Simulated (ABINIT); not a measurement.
AlN, 2 atoms in the cell. Symmetry: F-43m, No. 216, cubic system. The conventional cell has a = 4.368 Å, b = 4.368 Å, c = 4.368 Å, α = 90.00°, β = 90.00°, γ = 90.00°. Al (site symmetry -43m) has 4 N at 1.89 Å as nearest neighbours. N (site symmetry -43m) has 4 Al at 1.89 Å as nearest neighbours. Measurements of this composition are mostly on another form, of space group No. 186.

```yaml
Program: ABINIT 10.8.3 (patched build)
Task: band structure
Functional: PBE
Potentials_or_basis: PseudoDojo NC SR PBE v0.5 standard
Cutoff: 1143 eV
k_mesh: 10 × 10 × 10
Occupations: fermi-dirac, width 0.05 eV
Spin: no spin polarisation
```

Potentials or basis: PseudoDojo NC SR PBE v0.5 standard.

Command:

```sh
$ abinit run.abi > log 2>&1
```

Hardware: 1 thread of Arm Neoverse V1 (shared host).

Question: Estimate the wall time of this run.

Answer: Wall time 73 s on 1 thread of Arm Neoverse V1 (shared host), peak memory 0.11 GiB. Counts: scf iterations 10, k points 47, bands 8, plane waves 1849.
